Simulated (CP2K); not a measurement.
Input of a CP2K 2026.2 run:

Contents of cuau_vcrelax.inp:

```
&GLOBAL
  PROJECT cuau_vcrelax
  RUN_TYPE CELL_OPT
  PRINT_LEVEL LOW
&END GLOBAL
&FORCE_EVAL
  METHOD QS
  STRESS_TENSOR ANALYTICAL
  &DFT
    BASIS_SET_FILE_NAME BASIS_MOLOPT_UZH
    POTENTIAL_FILE_NAME POTENTIAL_UZH
    &MGRID
      CUTOFF 500
      REL_CUTOFF 60
      NGRIDS 4
    &END MGRID
    &QS
      METHOD GPW
      EPS_DEFAULT 1.0E-10
      EXTRAPOLATION USE_PREV_P
    &END QS
    &KPOINTS
      SCHEME MONKHORST-PACK 7 7 6
      GAMMA_CENTERED T
    &END KPOINTS
    &SCF
      SCF_GUESS ATOMIC
      EPS_SCF 1.0E-6
      MAX_SCF 100
      ADDED_MOS 16
      CHOLESKY OFF
      EPS_EIGVAL 1.0E-7
      &DIAGONALIZATION ON
        ALGORITHM STANDARD
      &END DIAGONALIZATION
      &MIXING ON
        METHOD BROYDEN_MIXING
        ALPHA 0.4
        BETA 1.5
        NBUFFER 8
      &END MIXING
      &SMEAR ON
        METHOD FERMI_DIRAC
        ELECTRONIC_TEMPERATURE 580.23
      &END SMEAR
    &END SCF
    &XC
      &XC_FUNCTIONAL
        &GGA_X_PBE_SOL
        &END GGA_X_PBE_SOL
        &GGA_C_PBE_SOL
        &END GGA_C_PBE_SOL
      &END XC_FUNCTIONAL
    &END XC
    &PRINT
      &KPOINTS ON
      &END KPOINTS
      &MULLIKEN ON
        &EACH
          CELL_OPT 0
        &END EACH
        ADD_LAST NUMERIC
      &END MULLIKEN
      &MO ON
        ENERGIES T
        OCCUPATION_NUMBERS T
        &EACH
          QS_SCF 0
          CELL_OPT 0
        &END EACH
        ADD_LAST NUMERIC
      &END MO
    &END PRINT
  &END DFT
  &SUBSYS
    &CELL
      A 2.8107494552 0.0000000000 0.0000000000
      B 0.0000000000 2.8107494552 0.0000000000
      C 0.0000000000 0.0000000000 3.6850000000
      PERIODIC XYZ
    &END CELL
    &COORD
      SCALED
      Au  0.0000000000 0.0000000000 0.0000000000
      Cu  0.5000000000 0.5000000000 0.5000000000
    &END COORD
    &KIND Au
      BASIS_SET TZVP-MOLOPT-PBE-GTH-q11
      POTENTIAL GTH-PBE-q11
    &END KIND
    &KIND Cu
      BASIS_SET TZVP-MOLOPT-PBE-GTH-q11
      POTENTIAL GTH-PBE-q11
    &END KIND
    &PRINT
      &ATOMIC_COORDINATES ON
      &END ATOMIC_COORDINATES
      &CELL ON
      &END CELL
    &END PRINT
  &END SUBSYS
  &PRINT
    &FORCES ON
    &END FORCES
    &STRESS_TENSOR ON
    &END STRESS_TENSOR
  &END PRINT
&END FORCE_EVAL
&MOTION
  &CELL_OPT
    OPTIMIZER BFGS
    MAX_ITER 40
    MAX_FORCE [eV*angstrom^-1] 0.03
    RMS_FORCE [eV*angstrom^-1] 0.03
    MAX_DR 1.0E-2
    RMS_DR 1.0E-2
    EXTERNAL_PRESSURE [bar] 0.0
    PRESSURE_TOLERANCE [bar] 300
    KEEP_SPACE_GROUP T
  &END CELL_OPT
  &PRINT
    &TRAJECTORY ON
    &END TRAJECTORY
    &CELL ON
    &END CELL
    &FORCES ON
    &END FORCES
    &STRESS ON
    &END STRESS
    &RESTART OFF
    &END RESTART
    &RESTART_HISTORY OFF
    &END RESTART_HISTORY
  &END PRINT
&END MOTION
```

Potentials or basis: POTENTIAL_UZH Au GTH-PBE-q11, Cu GTH-PBE-q11; TZVP-MOLOPT-PBE-GTH basis.

Command:

```console
$ OMP_NUM_THREADS=1 cp2k.psmp -i cuau_vcrelax.inp -o cuau_vcrelax.out
```

What does it give for the Mulliken charges?

Au +0.34; Cu -0.34 e.

What does it give for the space group after relaxing (to 0.05 Å)?

P4/mmm (No. 123).

Estimate the band gap on the k mesh.

none (metal or under the smearing width).

Stress tensor (GPa, compression positive):
```
 0.03  0.00  0.00
 0.00  0.03  0.00
 0.00  0.00 -0.13
```

Caveat: the potentials were made for another functional, which shifts forces and pressure; the basis of atomic orbitals isn't converged, which shifts pressures, moduli and gaps. Zero-point motion and thermal expansion aren't in these numbers.
